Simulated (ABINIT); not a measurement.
Crystal: Pb.

```
CELL_PARAMETERS angstrom
0.00000 2.47502 2.47502
2.47502 0.00000 2.47502
2.47502 2.47502 0.00000
ATOMIC_POSITIONS crystal
Pb 0.00000 0.00000 0.00000
```

Base run:

```yaml
Program: ABINIT 10.8.3 (patched build)
Functional: r2SCAN
Potentials_or_basis: PseudoDojo NC SR PBE v0.4.1 standard
Cutoff: 925 eV
k_mesh: 9 × 9 × 9
Occupations: fermi-dirac, width 0.05 eV
Spin: no spin polarisation
```

Its results: band gap on the k mesh none (metal or under the smearing width); pressure 0.3 GPa.

**Question.** The run is repeated on the same cell with these changes: potentials or basis from PseudoDojo NC SR PBE v0.4.1 standard to Ansatz PAW PBE default generated set, frozen core; cutoff from 925 eV to 490 eV. What comes out?

**Answer.** Band gap on the k mesh none (metal or under the smearing width); pressure 1.1 GPa.

Caveats: spin-orbit coupling is left out, which moves the levels of the heavy elements; a meta-GGA on potentials with a model core is unreliable (some runs); the potentials were made for another functional, which shifts forces and pressure (some runs); the PAW data sets were made with another functional, which shifts forces and pressure a little (some runs).
